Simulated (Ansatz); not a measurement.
**Ge (Fd-3m), zone-centre modes**

These are results of DFT PBE, scalar-relativistic, plane waves, PAW in Ansatz 0.2.0, not measurements. Cutoff 420 eV, Γ-centred 18×18×18 k-points, Gaussian smearing of 0.15 eV. No spin polarisation.

Reference structure (relaxed at this level):

```
Ge
1.0
     0.00000    2.88053    2.88053
     2.88053    0.00000    2.88053
     2.88053    2.88053    0.00000
Ge
2
Direct
  0.50000 0.50000 0.50000
  0.75000 0.75000 0.75000
```

Harmonic modes by finite displacements of 0.02 Å, without the LO–TO term.

Task: At this geometry, is the structure stable against these modes?

Result: Yes: no mode is imaginary beyond 10 cm⁻¹, and only the three translations lie near zero.

Task: List the wavenumbers in cm⁻¹.

Result: 0, 0, 0, 274, 274, 274.

Cost: 1 run of about 2.3 core-minutes, on Intel Xeon Processor @ 2.50GHz (Skylake/Cascade Lake) (shared hosts).